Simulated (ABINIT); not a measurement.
# Ni (Im-3m) in ABINIT: equation of state with r2SCAN

Aim: the equation of state of Ni with r2SCAN.

Program: ABINIT 10.8.3 (patched build). These are calculated values, not measurements. Logs are shortened: lines on timing, memory, paths and dates and some standing lists are left out, and cuts for length are marked. The log counts tension as positive stress, the text compression.

### 1 The structure

It takes space group Im-3m (No. 229, cubic). The conventional cell has a = 2.767 Å, b = 2.767 Å, c = 2.767 Å, α = 90.00°, β = 90.00°, γ = 90.00°. Ni (site symmetry m-3m) is surrounded by 8 Ni at 2.40 Å.

This isn't the form of Ni at room conditions, which is fcc.

### 2 Equation of state, r2SCAN, collinear spin, ferromagnetic start

run.abi

```
# Datasets: one volume each
ndtset 7
scalecart1 3*0.9795861087
scalecart2 3*0.9864848297
scalecart3 3*0.9932883884
scalecart4 3*1.0000000000
scalecart5 3*1.0066227096
scalecart6 3*1.0131594038
scalecart7 3*1.0196128224

# Pseudopotentials
pp_dirpath "./"
pseudos "Ni.GGA_PBE-JTH.xml"

# Structure
acell 3*1.0 Angstrom
rprim
    -1.3837154700     1.3837154700     1.3837154700
     1.3837154700    -1.3837154700     1.3837154700
     1.3837154700     1.3837154700    -1.3837154700
ntypat 1
znucl 28
natom 1
typat 1
xred
     0.0000000000     0.0000000000     0.0000000000

# Plane-wave basis
ecut 49.0
pawecutdg 73.5

# k points
kptopt 1
ngkpt 9 9 9
nshiftk 1
shiftk 0.0 0.0 0.0

# Exchange and correlation
ixc -497498
usekden 1
pawxcdev 0

# Bands and occupations
nband 14
occopt 3
tsmear 0.00183747

# Spin
nsppol 2
spinat
     0.0000000000     0.0000000000     1.0000000000

# SCF cycle
nstep 100
tolvrs 1.0e-7

# Output
iomode 3
prtwf 0
prtden 0
prteig 0
prtebands 0
enunit 2
```

Potentials or basis: JTH PAW PBE v2.0.

Run with:

```sh
$ mpirun --bind-to none -np 4 abinit run.abi > log 2>&1
```

run.abo:

```text
.Version 10.8.3 of ABINIT
 DATASET    1 : space group Im -3 m (#229); Bravais cI (body-center cubic)
================================================================================
 Values of the parameters that define the memory need for DATASET  1.
     intxc =       0    ionmov =       0      iscf =      17    lmnmax =      18
     lnmax =       6     mgfft =      30  mpssoang =       3    mqgrid =    3001
     natom =       1  nloc_mem =       2    nspden =       2   nspinor =       1
    nsppol =       2      nsym =      48    n1xccc =       1    ntypat =       1
    occopt =       3   xclevel =       2
       mpw =        1132          nfft =       27000          nkpt =          35
 PAW method is used; the additional fine FFT grid is defined by:
   mgfftf=        36    nfftf =     46656
================================================================================
================================================================================
[... 71 lines left out ...]
 DATASET    7 : space group Im -3 m (#229); Bravais cI (body-center cubic)
================================================================================
 Values of the parameters that define the memory need for DATASET  7.
     intxc =       0    ionmov =       0      iscf =      17    lmnmax =      18
     lnmax =       6     mgfft =      30  mpssoang =       3    mqgrid =    3001
     natom =       1  nloc_mem =       2    nspden =       2   nspinor =       1
    nsppol =       2      nsym =      48    n1xccc =       1    ntypat =       1
    occopt =       3   xclevel =       2
       mpw =        1256          nfft =       27000          nkpt =          35
 PAW method is used; the additional fine FFT grid is defined by:
   mgfftf=        36    nfftf =     46656
================================================================================
================================================================================

--------------------------------------------------------------------------------
------------- Echo of variables that govern the present computation ------------
--------------------------------------------------------------------------------
 -outvars: echo values of preprocessed input variables --------
            acell      1.8897261259E+00  1.8897261259E+00  1.8897261259E+00 Bohr
              amu      5.86900000E+01
             ecut      4.90000000E+01 Hartree
           enunit           2
              ixc     -497498
           jdtset        1    2    3    4    5    6    7
         kptrlatt        9    0    0      0    9    0      0    0    9
          kptrlen1     3.99292744E+01
          kptrlen2     4.02104758E+01
          kptrlen3     4.04877981E+01
          kptrlen4     4.07613726E+01
          kptrlen5     4.10313234E+01
          kptrlen6     4.12977680E+01
          kptrlen7     4.15608182E+01
            natom           1
            nband          14
           ndtset           7
            ngfft          30      30      30
          ngfftdg          36      36      36
             nkpt          35
           nspden           2
           nsppol           2
            nstep         100
             nsym          48
           ntypat           1
           occopt           3
        pawecutdg      7.35000000E+01 Hartree
         pawxcdev           0
           prtden           0
        prtebands           0
           prteig           0
          prtkden           1
            prtwf           0
            rprim1    -1.3554684528E+00  1.3554684528E+00  1.3554684528E+00
                       1.3554684528E+00 -1.3554684528E+00  1.3554684528E+00
                       1.3554684528E+00  1.3554684528E+00 -1.3554684528E+00
            rprim2    -1.3650143198E+00  1.3650143198E+00  1.3650143198E+00
                       1.3650143198E+00 -1.3650143198E+00  1.3650143198E+00
                       1.3650143198E+00  1.3650143198E+00 -1.3650143198E+00
            rprim3    -1.3744285092E+00  1.3744285092E+00  1.3744285092E+00
                       1.3744285092E+00 -1.3744285092E+00  1.3744285092E+00
                       1.3744285092E+00  1.3744285092E+00 -1.3744285092E+00
            rprim4    -1.3837154700E+00  1.3837154700E+00  1.3837154700E+00
                       1.3837154700E+00 -1.3837154700E+00  1.3837154700E+00
                       1.3837154700E+00  1.3837154700E+00 -1.3837154700E+00
            rprim5    -1.3928794157E+00  1.3928794157E+00  1.3928794157E+00
                       1.3928794157E+00 -1.3928794157E+00  1.3928794157E+00
                       1.3928794157E+00  1.3928794157E+00 -1.3928794157E+00
            rprim6    -1.4019243406E+00  1.4019243406E+00  1.4019243406E+00
                       1.4019243406E+00 -1.4019243406E+00  1.4019243406E+00
                       1.4019243406E+00  1.4019243406E+00 -1.4019243406E+00
            rprim7    -1.4108540358E+00  1.4108540358E+00  1.4108540358E+00
                       1.4108540358E+00 -1.4108540358E+00  1.4108540358E+00
                       1.4108540358E+00  1.4108540358E+00 -1.4108540358E+00
          spgroup         229
           spinat      0.0000000000E+00  0.0000000000E+00  1.0000000000E+00
           tolvrs      1.00000000E-07
           tsmear      1.83747000E-03 Hartree
            typat      1
          usekden           1
           useylm           1
            znucl       28.00000

================================================================================

 chkinp: Checking input parameters for consistency, jdtset=   1.

 chkinp: Checking input parameters for consistency, jdtset=   2.

 chkinp: Checking input parameters for consistency, jdtset=   3.

 chkinp: Checking input parameters for consistency, jdtset=   4.
[... 27 lines left out ...]
 getcut: wavevector=  0.0000  0.0000  0.0000  ngfft=  30  30  30
         ecut(hartree)=     49.000   => boxcut(ratio)=   2.14590

 Fine grid specifications (used for densities):

 getcut: wavevector=  0.0000  0.0000  0.0000  ngfft=  36  36  36
         ecut(hartree)=     73.500   => boxcut(ratio)=   2.10254

--- Pseudopotential description ------------------------------------------------
- pspini: atom type   1  psp file is ./Ni.GGA_PBE-JTH.xml
 Pseudopotential format is: paw10
 basis_size (lnmax)=  6 (lmn_size= 18), orbitals=   0   0   1   1   2   2
 Spheres core radius: rc_sph= 1.81432190
 Shapefunction is SIN type: shapef(r)=[sin(pi*r/rshp)/(pi*r/rshp)]**2
 Radius for shape functions =  1.60094920
 Compensation charge density is not taken into account in XC energy/potential

   3.95860501E+02                                ecore*ucvol(ha*bohr**3)
--------------------------------------------------------------------------------

================================================================================

--- !BeginCycle
iteration_state: {dtset: 1, }
solver: {iscf: 17, nstep: 100, nline: 4, wfoptalg: 10, }
tolerances: {tolvrs: 1.00E-07, }
...

     iter   Etot(hartree)      deltaE(h)  residm     nres2   difmagsph maxmagsph
 ETOT  1  -165.38747197123    -1.654E+02 1.167E+01 4.952E+01 3.930E-01 3.930E-01
 ETOT  2  -166.18009698627    -7.926E-01 5.188E-02 1.885E+02 6.457E-02 4.576E-01
 ETOT  3  -166.07830464606     1.018E-01 4.040E-02 3.210E+00 1.671E-01 6.247E-01
 ETOT  4  -166.08424716673    -5.943E-03 1.429E-02 7.196E+00 1.879E-02 6.059E-01
 ETOT  5  -166.08183564486     2.412E-03 6.560E-03 2.963E-01 2.664E-02 6.326E-01
 ETOT  6  -166.08198035260    -1.447E-04 1.279E-03 8.690E-03 4.891E-03 6.375E-01
 ETOT  7  -166.08199644256    -1.609E-05 1.103E-03 4.086E-03 2.782E-03 6.403E-01
 ETOT  8  -166.08199536903     1.074E-06 6.670E-04 1.202E-05 2.324E-04 6.400E-01
 ETOT  9  -166.08199550834    -1.393E-07 9.784E-04 5.159E-07 1.017E-04 6.399E-01
 ETOT 10  -166.08199551146    -3.124E-09 2.258E-04 1.255E-07 4.575E-06 6.399E-01
 ETOT 11  -166.08199551202    -5.612E-10 2.492E-04 1.705E-08 1.437E-05 6.399E-01
[... 1501 lines left out ...]
 Cartesian components of stress tensor (hartree/bohr^3)
  sigma(1 1)=  3.99042771E-04  sigma(3 2)=  0.00000000E+00
  sigma(2 2)=  3.99042771E-04  sigma(3 1)=  0.00000000E+00
  sigma(3 3)=  3.99042771E-04  sigma(2 1)=  0.00000000E+00

-Cartesian components of stress tensor (GPa)         [Pressure= -1.1740E+01 GPa]
- sigma(1 1)=  1.17402436E+01  sigma(3 2)=  0.00000000E+00
- sigma(2 2)=  1.17402436E+01  sigma(3 1)=  0.00000000E+00
- sigma(3 3)=  1.17402436E+01  sigma(2 1)=  0.00000000E+00

== END DATASET(S) ==============================================================
================================================================================

 -outvars: echo values of variables after computation  --------
            acell      1.8897261259E+00  1.8897261259E+00  1.8897261259E+00 Bohr
           etotal1    -1.6608199551E+02
           etotal2    -1.6608262349E+02
           etotal3    -1.6608298130E+02
           etotal4    -1.6608309951E+02
           etotal5    -1.6608300355E+02
           etotal6    -1.6608271920E+02
           etotal7    -1.6608226664E+02
            fcart1    -0.0000000000E+00 -0.0000000000E+00 -0.0000000000E+00
            fcart2    -0.0000000000E+00 -0.0000000000E+00 -0.0000000000E+00
            fcart3    -0.0000000000E+00 -0.0000000000E+00 -0.0000000000E+00
            fcart4    -0.0000000000E+00 -0.0000000000E+00 -0.0000000000E+00
            fcart5    -0.0000000000E+00 -0.0000000000E+00 -0.0000000000E+00
            fcart6    -0.0000000000E+00 -0.0000000000E+00 -0.0000000000E+00
            fcart7    -0.0000000000E+00 -0.0000000000E+00 -0.0000000000E+00
            rprim1    -1.3554684528E+00  1.3554684528E+00  1.3554684528E+00
                       1.3554684528E+00 -1.3554684528E+00  1.3554684528E+00
                       1.3554684528E+00  1.3554684528E+00 -1.3554684528E+00
            rprim2    -1.3650143198E+00  1.3650143198E+00  1.3650143198E+00
                       1.3650143198E+00 -1.3650143198E+00  1.3650143198E+00
                       1.3650143198E+00  1.3650143198E+00 -1.3650143198E+00
            rprim3    -1.3744285092E+00  1.3744285092E+00  1.3744285092E+00
                       1.3744285092E+00 -1.3744285092E+00  1.3744285092E+00
[... 9 lines left out ...]
                       1.4019243406E+00  1.4019243406E+00 -1.4019243406E+00
            rprim7    -1.4108540358E+00  1.4108540358E+00  1.4108540358E+00
                       1.4108540358E+00 -1.4108540358E+00  1.4108540358E+00
                       1.4108540358E+00  1.4108540358E+00 -1.4108540358E+00
           strten1    -5.0791035046E-04 -5.0791035046E-04 -5.0791035046E-04
                       0.0000000000E+00  0.0000000000E+00  0.0000000000E+00
           strten2    -3.0871793321E-04 -3.0871793321E-04 -3.0871793321E-04
                       0.0000000000E+00  0.0000000000E+00  0.0000000000E+00
           strten3    -1.3132647030E-04 -1.3132647030E-04 -1.3132647030E-04
                       0.0000000000E+00  0.0000000000E+00  0.0000000000E+00
           strten4     2.6259687897E-05  2.6259687897E-05  2.6259687897E-05
                       0.0000000000E+00  0.0000000000E+00  0.0000000000E+00
           strten5     1.6582580829E-04  1.6582580829E-04  1.6582580829E-04
                       0.0000000000E+00  0.0000000000E+00  0.0000000000E+00
           strten6     2.8969294290E-04  2.8969294290E-04  2.8969294290E-04
                       0.0000000000E+00  0.0000000000E+00  0.0000000000E+00
           strten7     3.9904277084E-04  3.9904277084E-04  3.9904277084E-04
                       0.0000000000E+00  0.0000000000E+00  0.0000000000E+00
 Calculation completed.
```

It took 4.6 min on 4 MPI ranks of Intel Xeon Platinum 8488C (Sapphire Rapids), shared host; peak memory 0.64 GiB.

What came out:

```yaml
Equilibrium_volume: 10.60 Å³/atom
Bulk_modulus: 218 GPa
Pressure_derivative_of_the_bulk_modulus: 4.9
```

Energy against volume, from the lowest point:
```
volume (Å³/atom)  energy (meV/atom)
           9.962              30.04
          10.174              12.95
          10.385               3.22
          10.597               0.00
          10.809               2.61
          11.021              10.35
          11.233              22.66
```

Caveat: pressures at fixed basis lie under the slope of the energies; the PAW data sets were made with another functional, which shifts forces and pressure a little.
